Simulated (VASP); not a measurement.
GePt: relaxation of cell and atoms with PBE

GePt:

```
Ge Pt
1.0
     5.12333    0.00000    0.00000
     0.00000    5.12333    0.00000
     0.00000    0.00000    5.12333
Ge Pt
4 4
Cartesian
  4.1761 4.1761 4.1761
  3.5089 0.9472 1.6144
  0.9472 1.6144 3.5089
  1.6144 3.5089 0.9472
  0.9934 0.9934 0.9934
  1.5683 4.1300 3.5550
  4.1300 3.5550 1.5683
  3.5550 1.5683 4.1300
```

The cell was built by a generator and needn't be a form met in nature.

| Item | Value |
| --- | --- |
| Program | VASP 6.6.1 |
| Task | relaxation of cell and atoms |
| Functional | PBE |
| Potentials or basis | VASP PAW PBE potentials, release 64 (Ge_d, Pt) |
| Cutoff | 520 eV |
| k mesh | 6 × 6 × 6 |
| Occupations | gaussian, width 0.1 eV |
| Spin | no spin polarisation |
| Further INCAR settings | ALGO = Normal; EDIFF = 1e-07; IBRION = 2; POTIM = 0.3; EDIFFG = -0.005; NSW = 60; ISIF = 3 |

The pressure after relaxing is 0.0 GPa, the largest force after relaxing is 0.004 eV/Å and the band gap on the k mesh is none (metal or under the smearing width).

Forces on the atoms (eV/Å):
```
Ge   0.002  0.002  0.002
Ge  -0.002 -0.002  0.002
Ge  -0.002  0.002 -0.002
Ge   0.002 -0.002 -0.002
Pt  -0.002 -0.002 -0.002
Pt   0.002  0.002 -0.002
Pt   0.002 -0.002  0.002
Pt  -0.002  0.002  0.002
```

Final structure:
```xyz
8
Lattice="5.1233 0.0000 0.0000 0.0000 5.1233 0.0000 0.0000 0.0000 5.1233" Properties=species:S:1:pos:R:3 pbc="T T T"
Ge    4.1761    4.1761    4.1761
Ge    3.5089    0.9472    1.6144
Ge    0.9472    1.6144    3.5089
Ge    1.6144    3.5089    0.9472
Pt    0.9934    0.9934    0.9934
Pt    1.5683    4.1300    3.5550
Pt    4.1300    3.5550    1.5683
Pt    3.5550    1.5683    4.1300
```

Levels at points of the mesh, in eV from the Fermi level:
```tsv
k point	band 45	band 46	band 47	band 48	band 49	band 50	band 51	band 52
(0.00, 0.00, 0.00)	-1.26	-1.26	-1.26	0.25	0.25	0.25	1.20	1.40
(0.50, 0.00, 0.00)	-1.34	-1.34	-0.19	-0.19	-0.08	-0.08	1.72	1.72
(0.50, 0.50, 0.00)	-1.06	-1.06	-0.67	-0.67	0.88	0.88	1.16	1.16
(0.50, 0.50, 0.50)	-1.73	-1.73	-1.73	-1.73	3.58	3.58	3.58	3.58
```

It took 29 s on 4 MPI ranks on AMD EPYC 9R45 96-Core Processor (Zen 5), on a shared host, peak memory 0.31 GiB a rank.

Caveat: the relaxation stopped at its first step, so nothing moved. The run has no spin-orbit coupling, so splittings on Pt are missing.
